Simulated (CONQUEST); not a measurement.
# Hf under changes of volume

One of the cells (21.444 Å³/atom); the others are scaled copies at fixed shape and fractional positions:

```
Hf
1.0
     3.11848    0.00000    0.00000
     0.00000    3.11848    0.00000
     0.00000    0.00000    4.41020
Hf
2
Direct
  0.00000 0.00000 0.00000
  0.50000 0.50000 0.50000
```

This isn't the form of Hf at room conditions, which is hcp.

```yaml
Program: CONQUEST 1.3
Functional: PBE
Potentials_or_basis: PseudoDojo NC PBE, DZP, grid of 32 × 32 × 48 points
k_mesh: 9 × 9 × 6
Occupations: fermi-dirac, width 0.05 eV
Spin: no spin polarisation
```

```csv
volume (Å³/atom),energy over the lowest point (meV/atom),pressure (GPa)
20.569,?,?
21.007,43.83,9.0
21.444,21.97,6.8
21.882,6.65,4.2
23.195,0.00,-2.4
```

**Question.** What does the run at 20.569 Å³/atom give?

**Answer.** Energy over the lowest point 73.15 meV/atom; pressure 12.3 GPa.

Worked out: A Birch-Murnaghan fit of order 2 (a polynomial in V^(-2/3)) to the other rows has its minimum at 22.70 Å³/atom with B0 = V·E''(V) = 106 GPa. It gives 74.35 meV/atom at 20.569 Å³/atom, against the run's 73.15, and -dE/dV = 12.7 GPa, against 12.3.

Energies are extrapolated to zero smearing.

Caveats: the basis of atomic orbitals isn't converged, which shifts pressures, moduli and gaps; the real-space grid breaks the cell's symmetry a little.
